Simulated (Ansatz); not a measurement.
A run of Ansatz 0.2.0 is set up as follows.

File input.yaml:

```yaml
crystal:
  lattice:
    - [-1.9814305318, 1.9814305318, 1.9814305318]
    - [1.9814305318, -1.9814305318, 1.9814305318]
    - [1.9814305318, 1.9814305318, -1.9814305318]
  atoms:
    - { symbol: Bi, position: [0.0, 0.0, 0.0] }
hamiltonian:
  xc: pbe
  pseudopotentials: { kind: paw }
kpoints:
  mp_grid: { grid: [9, 9, 9] }
scf:
  occupations: { method: gaussian, width: 0.024 }
output:
  forces: true
  stress: true
  eigenvalues: true
```

Potentials or basis: Ansatz PAW.

The run is started by

```console
$ ansatz run input.yaml --threads 2 --pin off --max-ram 5632MiB --backend cpu --events-out ev --progress --plain --runs-dir out
```

(1) Predict the band gap on the k mesh.

(2) What does it give for the pressure?

## Answers

(1) none (metal or under the smearing width).

(2) 0.8 GPa.

Caveat: spin-orbit coupling is left out, which moves the levels of the heavy elements.
